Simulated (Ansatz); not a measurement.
An Ansatz input (plane waves, PAW) for CdI2-type SnS2 that has something wrong with it:

```yaml
crystal:
  lattice:
    - [3.673480701817, 0.0, 0.0]
    - [-1.836740350908, 3.181327608085, 0.0]
    - [0.0, 0.0, 6.275105752]
  atoms:
    - { symbol: Sn, position: [0.0, 0.0, 0.0] }
    - { symbol: S, position: [0.3333333333333, 0.6666666666667, 0.2329618837] }
    - { symbol: S, position: [0.6666666666667, 0.3333333333333, 0.7670381163] }
basis:
  ecutwfc: 500
  ecutrho_ratio: 4
kpoints:
  mp_grid: { grid: [8, 8, 4] }
hamiltonian:
  xc: r2scan
scf:
  occupations: { method: gaussian, width: 0.05 }
  max_iter: 80
output:
  forces: true
  stress: true
accuracy: 2.5
```

Launched as:
```sh
ansatz run input.yaml --threads 4 --pin off --max-ram 7168MiB --backend cpu --events-out ev --progress --plain --runs-dir out
```

Q: What is wrong with it?

A: A value of the wrong type. Against the sound input: accuracy: 2.5 (the cap on iterations is only a precaution).

What the program printed:

```
Error: YAML parse error: error: line 23 column 1: unknown variant `2.5`, expected one of low, medium, high
  --> <input>:23:1
   |
```

The input was refused before any iteration. It ran for 0.02 s on 4 threads of Intel(R) Xeon(R) 6975P-C (Granite Rapids), with other jobs on the host, peak memory 0.027 GiB. The run before the change (r²SCAN, 500 eV, 8×8×4 mesh) gave:

```tsv
run	P (GPa)	gap on the mesh (eV)	cell moment (μB)	largest force component (eV/Å)
sound	0.0	1.93	–	0.000
```

The compound is reported in the structure type of the start.

Of that run: Semilocal functionals underestimate band gaps, commonly by a third or more. The structure is built of weakly bound layers, and this functional has no dispersion term, so their spacing and all that hangs on it (volume, the soft elastic constants, low modes, dielectric constants) are poorly given.
